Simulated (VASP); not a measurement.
# K2S (Fm-3m) in VASP: settings compared

Aim: see how the results for K2S move with the level of theory and the settings. Levels: PBE, PBEsol. Tasks: equation of state.

Everything below comes from runs of VASP 6.6.1. Logs are shortened: lines on timing, memory, paths and dates and some standing lists are left out, and cuts for length are marked.

### Step 1. The crystal as given

It takes space group Fm-3m (No. 225, cubic). The conventional cell has a = 7.414 Å, b = 7.414 Å, c = 7.414 Å, α = 90.00°, β = 90.00°, γ = 90.00°. K (site symmetry -43m) has 4 S at 3.21 Å as nearest neighbours. Around S (site symmetry m-3m) lie 8 K at 3.21 Å.

The cell is a database's computed one.

### Step 2. Equation of state, PBE, 31.92 Å³/atom (volume scaled by 0.94)

Contents of INCAR:

```
ALGO = Normal
EDIFF = 1E-7
ENCUT = 520
GGA = PE
ISIF = 2
ISMEAR = -1
LASPH = True
LCHARG = False
LREAL = False
LWAVE = False
NBANDS = 19
NELM = 100
PREC = Accurate
SIGMA = 0.05
```

Contents of KPOINTS:

```
k-points
0
Gamma
  6 6 6
```

Contents of POSCAR:

```
K2S
1.0
    0.0000000000      3.6312664021      3.6312664021
    3.6312664021      0.0000000000      3.6312664021
    3.6312664021      3.6312664021      0.0000000000
K S
2 1
Direct
    0.2500000000      0.2500000000      0.2500000000
    0.7500000000      0.7500000000      0.7500000000
    0.0000000000      0.0000000000      0.0000000000
```

Potentials or basis: VASP PAW PBE potentials, release 64 (K_sv, S).

Started as:

```sh
$ cat potpaw_PBE.64/K_sv/POTCAR potpaw_PBE.64/S/POTCAR > POTCAR
$ mpirun -np 1 vasp_std > vasp.out
```

OUTCAR:

```text
EDIFF = 1E-7
   ENCUT = 520
   GGA = PE
   ISIF = 2
   ISMEAR = -1
   LASPH = True
   LREAL = False
   NELM = 100
   PREC = Accurate

 ion  position               nearest neighbor table
   1  0.250  0.250  0.250-   3 3.14   3 3.14   3 3.14   3 3.14   2 3.63   2 3.63   2 3.63   2 3.63
                             2 3.63   2 3.63
   2  0.750  0.750  0.750-   3 3.14   3 3.14   3 3.14   3 3.14   1 3.63   1 3.63   1 3.63   1 3.63
                             1 3.63   1 3.63
   3  0.000  0.000  0.000-   1 3.14   2 3.14   2 3.14   2 3.14   2 3.14   1 3.14   1 3.14   1 3.14

  LATTYP: Found a face centered cubic cell.
 ALAT       =     7.2625328042

  Lattice vectors:

 A1 = (   0.0000000000,   3.6312664021,   3.6312664021)
 A2 = (   3.6312664021,   0.0000000000,   3.6312664021)
 A3 = (   3.6312664021,   3.6312664021,   0.0000000000)

Analysis of symmetry for initial positions (statically):
=====================================================================
 Subroutine PRICEL returns:
 Original cell was already a primitive cell.

 Routine SETGRP: Setting up the symmetry group for a
 face centered cubic supercell.

 Subroutine GETGRP returns: Found 48 space group operations
 (whereof 48 operations were pure point group operations)
 out of a pool of 48 trial point group operations.

The static configuration has the point symmetry O_h .

Analysis of symmetry for dynamics (positions and initial velocities):
=====================================================================
 Subroutine PRICEL returns:
 Original cell was already a primitive cell.

 Routine SETGRP: Setting up the symmetry group for a
 face centered cubic supercell.

 Subroutine GETGRP returns: Found 48 space group operations
 (whereof 48 operations were pure point group operations)
 out of a pool of 48 trial point group operations.

The dynamic configuration has the point symmetry O_h .

 Subroutine INISYM returns: Found 48 space group operations
 (whereof 48 operations are pure point group operations),
 and found     1 'primitive' translations

----------------------------------------------------------------------------------------

                                     Primitive cell

  volume of cell :      95.7645

  direct lattice vectors                    reciprocal lattice vectors
     0.000000000  3.631266402  3.631266402    -0.137693010  0.137693010  0.137693010
     3.631266402  0.000000000  3.631266402     0.137693010 -0.137693010  0.137693010
     3.631266402  3.631266402  0.000000000     0.137693010  0.137693010 -0.137693010

  length of vectors
     5.135386194  5.135386194  5.135386194     0.238491289  0.238491289  0.238491289

  position of ions in fractional coordinates (direct lattice)
     0.250000000  0.250000000  0.250000000
     0.750000000  0.750000000  0.750000000
     0.000000000  0.000000000  0.000000000

  ion indices of the primitive-cell ions
   primitive index   ion index
                 1           1
                 2           2
                 3           3

----------------------------------------------------------------------------------------

 KPOINTS: k-points

Automatic generation of k-mesh.
 Grid dimensions read from file:
 generate k-points for:    6    6    6

 Generating k-lattice:

  Cartesian coordinates                     Fractional coordinates (reciprocal lattice)
    -0.022948835  0.022948835  0.022948835     0.166666667  0.000000000  0.000000000
     0.022948835 -0.022948835  0.022948835     0.000000000  0.166666667  0.000000000
     0.022948835  0.022948835 -0.022948835     0.000000000  0.000000000  0.166666667

  Length of vectors
     0.039748548  0.039748548  0.039748548

  Shift w.r.t. Gamma in fractional coordinates (k-lattice)
     0.000000000  0.000000000  0.000000000

 Subroutine IBZKPT returns following result:
 ===========================================

 Found     16 irreducible k-points:

 Following reciprocal coordinates:
            Coordinates               Weight
  0.000000  0.000000  0.000000      1.000000
  0.166667  0.000000  0.000000      8.000000
  0.333333  0.000000  0.000000      8.000000
  0.500000  0.000000  0.000000      4.000000
  0.166667  0.166667  0.000000      6.000000
  0.333333  0.166667  0.000000     24.000000
[... 8 lines left out ...]
 -0.333333  0.333333  0.166667     24.000000
 -0.333333  0.500000  0.166667     12.000000
   k-points           NKPTS =     16   k-points in BZ     NKDIM =     16   number of bands    NBANDS=     19
   number of dos      NEDOS =    301   number of ions     NIONS =      3
   total plane-waves  NPLWV =  64000
   dimension x,y,z NGX =    40 NGY =   40 NGZ =   40
   dimension x,y,z NGXF=    80 NGYF=   80 NGZF=   80
   ions per type =               2   1
   NGX,Y,Z   is equivalent  to a cutoff of  12.95, 12.95, 12.95 a.u.
   NGXF,Y,Z  is equivalent  to a cutoff of  25.90, 25.90, 25.90 a.u.
 SYSTEM =  unknown system
   PREC   = accura    normal or accurate (medium, high low for compatibility)
   ISTART =      0    job   : 0-new  1-cont  2-samecut
   ICHARG =      2    charge: 1-file 2-atom 10-const
   ISPIN  =      1    spin polarized calculation?
   LNONCOLLINEAR =      F non collinear calculations
   LSORBIT =      F    spin-orbit coupling
   LASPH  =      T    aspherical Exc in radial PAW
   ENCUT  =  520.0 eV  38.22 Ry    6.18 a.u.   9.55  9.55  9.55*2*pi/ulx,y,z
   NELM   =    100;   NELMIN=  2; NELMDL= -5     # of ELM steps
   EDIFF  = 0.1E-06   stopping-criterion for ELM
   LREAL  =      F    real-space projection
   EDIFFG = 0.1E-05   stopping-criterion for IOM
   NSW    =      0    number of steps for IOM
   IBRION =     -1    ionic relax: 0-MD 1-quasi-New 2-CG
   NFREE  =      0    steps in history (QN), initial steepest desc. (CG)
   ISIF   =      2    stress and relaxation
   ISYM   =      2    0-nonsym 1-usesym 2-fastsym
   POTIM  = 0.5000    time-step for ionic-motion
   TEBEG  =    0.0;   TEEND  =   0.0 temperature during run
   PSTRESS=    0.0 pullay stress
   NELECT =      24.0000    total number of electrons
   NUPDOWN=      -1.0000    fix difference up-down
   EMIN   =  10.00;   EMAX   =-10.00  energy-range for DOS
   EFERMI =   0.00;   METHOD = LEGACY
   ISMEAR =    -1;   SIGMA  =   0.05  broadening in eV -4-tet -1-fermi 0-gaus
   EFERMI_NEDOS =   21; number of points for ismear=-14 and -15
   IALGO  =     38    algorithm
   IMIX   =      4    mixing-type and parameters
     AMIX     =   0.40;   BMIX     =  1.00
     AMIX_MAG =   1.60;   BMIX_MAG =  1.00
  volume/ion in A,a.u.               =      31.92       215.42
  Fermi-wavevector in a.u.,A,eV,Ry     =   1.032152  1.950485 14.494810  1.065338
  Thomas-Fermi vector in A             =   2.166336
   LORBIT       =      0    0 simple, 1 ext, 2 COOP (PROOUT), +10 PAW based schemes
   GGA     = PE    functional components
   LHFCALC =     F    Hartree Fock is set to
   AEXX    =    0.0000 exact exchange contribution
   IVDW    =     0    specifies the selected vdW correction
   LEPSILON=     F    determine dielectric tensor
   LRPA    =     F    only Hartree local field effects (RPA)
 non-spin polarized calculation
  energy-cutoff  :      520.00
  volume of cell :       95.76
 maximum number of plane-waves:      2637
 NGX is ok and might be reduce to    40
   NGX = 19   NGY = 19   NGZ = 19

 number of electron      24.0000002 magnetization

 Free energy of the ion-electron system (eV)
  ---------------------------------------------------
  ext. energy  EPLUGINS =         0.00000000
  ---------------------------------------------------
  free energy    TOTEN  =        -9.37523897 eV

  energy without entropy =       -9.37523897  energy(sigma->0) =       -9.37523897

 E-fermi :   1.0132     XC(G=0):  -7.5538

 val. band max:       -0.1416565983   @ k =   0.5000   0.5000   0.0000
 cond. band min:       2.3880721770   @ k =   0.0000   0.0000   0.0000
 fundamental gap:      2.5297287752
 Fermi energy:         1.0132325279

 k-point     1 :       0.0000    0.0000    0.0000
  band No.  band energies     occupation
      1     -29.2586      2.00000
      2     -29.1550      2.00000
      3     -12.8721      2.00000
      4     -12.8721      2.00000
      5     -12.8721      2.00000
      6     -12.5936      2.00000
[... 11 lines left out ...]
     18       7.5322      0.00000
     19       8.5490      0.00000

 k-point     2 :       0.1667    0.0000    0.0000
  band No.  band energies     occupation
      1     -29.2513      2.00000
      2     -29.1616      2.00000
      3     -12.8664      2.00000
      4     -12.8561      2.00000
      5     -12.8561      2.00000
      6     -12.6488      2.00000
[... 11 lines left out ...]
     18       7.6570      0.00000
     19       8.0728      0.00000

 k-point     3 :       0.3333    0.0000    0.0000
  band No.  band energies     occupation
      1     -29.2317      2.00000
      2     -29.1799      2.00000
      3     -12.8660      2.00000
      4     -12.8106      2.00000
      5     -12.8106      2.00000
      6     -12.7399      2.00000
[... 11 lines left out ...]
     18       7.6578      0.00000
     19       7.6578      0.00000

 k-point     4 :       0.5000    0.0000    0.0000
  band No.  band energies     occupation
      1     -29.2055      2.00000
      2     -29.2054      2.00000
      3     -12.8796      2.00000
      4     -12.7681      2.00000
      5     -12.7499      2.00000
      6     -12.7499      2.00000
[... 231 lines left out ...]
     18       7.6671      0.00000
     19       7.9800      0.00000

 k-point    15 :      -0.3333    0.3333    0.1667
  band No.  band energies     occupation
      1     -29.2050      2.00000
      2     -29.2050      2.00000
      3     -13.0620      2.00000
      4     -12.9496      2.00000
      5     -12.7572      2.00000
      6     -12.7540      2.00000
[... 11 lines left out ...]
     18       7.3274      0.00000
     19       8.1130      0.00000

 k-point    16 :      -0.3333    0.5000    0.1667
  band No.  band energies     occupation
      1     -29.2134      2.00000
      2     -29.1962      2.00000
      3     -13.1099      2.00000
      4     -12.9714      2.00000
      5     -12.8518      2.00000
      6     -12.6524      2.00000
[... 11 lines left out ...]
     18       7.5761      0.00000
     19       8.0464      0.00000

------------------------ aborting loop because EDIFF is reached ----------------------------------------

  FORCE on cell =-STRESS in cart. coord.  units (eV):
  Direction    XX          YY          ZZ          XY          YZ          ZX
  --------------------------------------------------------------------------------------
  -------------------------------------------------------------------------------------
  Total        1.0979703      1.0979703      1.0979703      0.0000000      0.0000000      0.0000000
  in kB       18.3694789     18.3694789     18.3694789      0.0000000      0.0000000      0.0000000
  external PRESSURE =      18.3694789 kB  Pullay stress =       0.0000000 kB

 VOLUME and BASIS-vectors are now :
 -----------------------------------------------------------------------------
  energy-cutoff  :      520.00
  volume of cell :       95.76
      direct lattice vectors                 reciprocal lattice vectors
     0.000000000  3.631266402  3.631266402    -0.137693010  0.137693010  0.137693010
     3.631266402  0.000000000  3.631266402     0.137693010 -0.137693010  0.137693010
     3.631266402  3.631266402  0.000000000     0.137693010  0.137693010 -0.137693010

 POSITION                                       TOTAL-FORCE (eV/Angst)
 -----------------------------------------------------------------------------------
      1.81563      1.81563      1.81563        -0.000000     -0.000000     -0.000000
      5.44690      5.44690      5.44690         0.000000      0.000000      0.000000
      0.00000      0.00000      0.00000         0.000000      0.000000      0.000000
 -----------------------------------------------------------------------------------
    total drift:                               -0.000000     -0.000000      0.000000

  FREE ENERGIE OF THE ION-ELECTRON SYSTEM (eV)
  ---------------------------------------------------
  free  energy   TOTEN  =        -9.3752389728 eV

  energy  without entropy=       -9.3752389727  energy(sigma->0) =       -9.37523897
```

It took 68 s on 1 thread of Intel Xeon Platinum 8488C (Sapphire Rapids), shared host; peak memory 0.24 GiB.

Results:

- Free energy: -9.3752 eV
- Pressure: 1.8 GPa
- Band gap on the k mesh: 2.53 eV, indirect (least direct gap 2.78 eV)

### Step 3. Equation of state, PBE, 32.60 Å³/atom (volume scaled by 0.96)

Contents of INCAR:

```
  PREC = Accurate
  ENCUT = 520
  EDIFF = 1E-7
  ISMEAR = -1
  SIGMA = 0.05
  LREAL = F
  LASPH = T
  NELM = 60
  ALGO = Normal
  ISIF = 2
  LWAVE = F
  LCHARG = F
  GGA = PE
  NBANDS = 19
```

Contents of KPOINTS:

```
regular mesh
0
Gamma
  6 6 6
```

Contents of POSCAR:

```
K2S
1.0
    0.0000000000      3.6568395433      3.6568395433
    3.6568395433      0.0000000000      3.6568395433
    3.6568395433      3.6568395433      0.0000000000
K S
2 1
Direct
    0.2500000000      0.2500000000      0.2500000000
    0.7500000000      0.7500000000      0.7500000000
    0.0000000000      0.0000000000      0.0000000000
```

Potentials or basis: VASP PAW PBE potentials, release 64 (K_sv, S).

Started as:

```sh
$ cat potpaw_PBE.64/K_sv/POTCAR potpaw_PBE.64/S/POTCAR > POTCAR
$ mpirun -np 1 vasp_std > vasp.out
```

It took 63 s on 1 thread of Intel Xeon Platinum 8488C (Sapphire Rapids), shared host; peak memory 0.24 GiB.

It converged, with:

- Free energy: -9.3956 eV
- Pressure: 1.3 GPa
- Band gap on the k mesh: 2.48 eV, indirect (least direct gap 2.71 eV)

### Step 4. Equation of state, PBE, 33.28 Å³/atom (volume scaled by 0.98)

Contents of INCAR:

```
SYSTEM = K2S
ALGO = Normal ; EDIFF = 1E-7
ENCUT = 520 ; GGA = PE
ISIF = 2 ; ISMEAR = -1
LASPH = .TRUE. ; LCHARG = .FALSE.
LREAL = .FALSE. ; LWAVE = .FALSE.
NBANDS = 19 ; NELM = 100
PREC = Accurate ; SIGMA = 0.05
```

Contents of KPOINTS:

```
k-points
0
G
  6 6 6
  0 0 0
```

Contents of POSCAR:

```
K2S
1.0
    0.0000000000      3.6820599233      3.6820599233
    3.6820599233      0.0000000000      3.6820599233
    3.6820599233      3.6820599233      0.0000000000
K S
2 1
Direct
    0.2500000000      0.2500000000      0.2500000000
    0.7500000000      0.7500000000      0.7500000000
    0.0000000000      0.0000000000      0.0000000000
```

Started as:

```sh
$ cat potpaw_PBE.64/K_sv/POTCAR potpaw_PBE.64/S/POTCAR > POTCAR
$ mpirun -np 1 vasp_std > vasp.out
```

It took 72 s on 1 thread of Intel Xeon Platinum 8488C (Sapphire Rapids), shared host; peak memory 0.24 GiB.

It converged, with:

```yaml
Free_energy: -9.4096 eV
Pressure: 0.8 GPa
Band_gap_on_the_k_mesh: 2.42 eV, indirect (least direct gap 2.63 eV)
```

### Step 5. Equation of state, PBE, 34.64 Å³/atom (volume scaled by 1.02)

Contents of INCAR:

```
ALGO = Normal
EDIFF = 1E-7
ENCUT = 520
GGA = PE
ISIF = 2
ISMEAR = -1
LASPH = T
LCHARG = F
LREAL = F
LWAVE = F
NBANDS = 19
NELM = 80
PREC = Accurate
SIGMA = 0.05
```

Contents of KPOINTS:

```
k-points
0
Gamma
  6 6 6
```

Contents of POSCAR:

```
K2S
1.0
    0.0000000000      3.7314894447      3.7314894447
    3.7314894447      0.0000000000      3.7314894447
    3.7314894447      3.7314894447      0.0000000000
K S
2 1
Direct
    0.2500000000      0.2500000000      0.2500000000
    0.7500000000      0.7500000000      0.7500000000
    0.0000000000      0.0000000000      0.0000000000
```

Started as:

```sh
$ cat potpaw_PBE.64/K_sv/POTCAR potpaw_PBE.64/S/POTCAR > POTCAR
$ mpirun -np 1 vasp_std > vasp.out
```

It took 85 s on 1 thread of Intel Xeon Platinum 8488C (Sapphire Rapids), shared host; peak memory 0.23 GiB.

Results (log left out):

* Free energy: -9.4209 eV
* Pressure: 0.0 GPa
* Band gap on the k mesh: 2.32 eV, indirect (least direct gap 2.50 eV)

### Step 6. Equation of state, PBE, 35.32 Å³/atom (volume scaled by 1.04)

Contents of INCAR:

```
PREC     = Accurate       # precision mode
ENCUT    = 520            # plane-wave cutoff, eV
EDIFF    = 1E-7           # SCF threshold, eV
ISMEAR   = -1             # smearing method
SIGMA    = 0.05           # smearing width, eV
LREAL    = F              # projectors in reciprocal space
LASPH    = T              # aspherical terms in the spheres
NELM     = 100            # most SCF steps
ALGO     = Normal         # electronic algorithm
ISIF     = 2              # what is computed and relaxed
LWAVE    = F              # write WAVECAR
LCHARG   = F              # write CHGCAR
GGA      = PE             # functional
NBANDS   = 19             # bands
```

Contents of KPOINTS:

```
regular mesh
0
Gamma
  6 6 6
```

Contents of POSCAR:

```
K2S
1.0
    0.0000000000      3.7557205746      3.7557205746
    3.7557205746      0.0000000000      3.7557205746
    3.7557205746      3.7557205746      0.0000000000
K S
2 1
Direct
    0.2500000000      0.2500000000      0.2500000000
    0.7500000000      0.7500000000      0.7500000000
    0.0000000000      0.0000000000      0.0000000000
```

Potentials or basis: VASP PAW PBE potentials, release 64 (K_sv, S).

Started as:

```sh
$ cat potpaw_PBE.64/K_sv/POTCAR potpaw_PBE.64/S/POTCAR > POTCAR
$ mpirun -np 1 vasp_std > vasp.out
```

Run time: 90 s. Hardware: 1 thread of Intel Xeon Platinum 8488C (Sapphire Rapids), shared host; peak memory 0.24 GiB.

It converged, with:

| Item | Value |
| --- | --- |
| Free energy | -9.4195 eV |
| Pressure | -0.3 GPa |
| Band gap on the k mesh | 2.27 eV, indirect (least direct gap 2.43 eV) |

### Step 7. Equation of state, PBE, 36.00 Å³/atom (volume scaled by 1.06)

Contents of INCAR:

```
SYSTEM = K2S
ALGO     = Normal         ! electronic algorithm
EDIFF    = 1E-7           ! SCF threshold, eV
ENCUT    = 520            ! plane-wave cutoff, eV
GGA      = PE             ! functional
ISIF     = 2              ! what is computed and relaxed
ISMEAR   = -1             ! smearing method
LASPH    = .True.         ! aspherical terms in the spheres
LCHARG   = .False.        ! write CHGCAR
LREAL    = .False.        ! projectors in reciprocal space
LWAVE    = .False.        ! write WAVECAR
NBANDS   = 19             ! bands
NELM     = 80             ! most SCF steps
PREC     = Accurate       ! precision mode
SIGMA    = 0.05           ! smearing width, eV
```

Contents of KPOINTS:

```
k-points
0
Gamma
  6 6 6
  0 0 0
```

Contents of POSCAR:

```
K2S
1.0
    0.0000000000      3.7796430067      3.7796430067
    3.7796430067      0.0000000000      3.7796430067
    3.7796430067      3.7796430067      0.0000000000
K S
2 1
Direct
    0.2500000000      0.2500000000      0.2500000000
    0.7500000000      0.7500000000      0.7500000000
    0.0000000000      0.0000000000      0.0000000000
```

Started as:

```sh
$ cat potpaw_PBE.64/K_sv/POTCAR potpaw_PBE.64/S/POTCAR > POTCAR
$ mpirun -np 1 vasp_std > vasp.out
```

It took 85 s on 1 thread of Intel Xeon Platinum 8488C (Sapphire Rapids), shared host; peak memory 0.24 GiB.

The run converged. Its results:

| Property | Result |
| --- | --- |
| Free energy | -9.4138 eV |
| Pressure | -0.6 GPa |
| Band gap on the k mesh | 2.23 eV, indirect (least direct gap 2.37 eV) |

### Step 8. Equation of state, PBE

Potentials or basis: VASP PAW PBE potentials, release 64 (K_sv, S).

No new run: the results of the series are fitted here.

What came out:

```
Equilibrium volume                      : 34.75 Å³/atom
Bulk modulus                            : 18.3 GPa
Pressure derivative of the bulk modulus : 4.3
```

Energy against volume, from the lowest point:
| volume (Å³/atom) | energy (meV/atom) |
| --- | --- |
| 31.921 | 15.24 |
| 32.601 | 8.46 |
| 33.280 | 3.80 |
| 33.959 | 1.04 |
| 34.638 | 0.00 |
| 35.317 | 0.48 |
| 35.997 | 2.38 |

(Continued in part 2 of 2.)
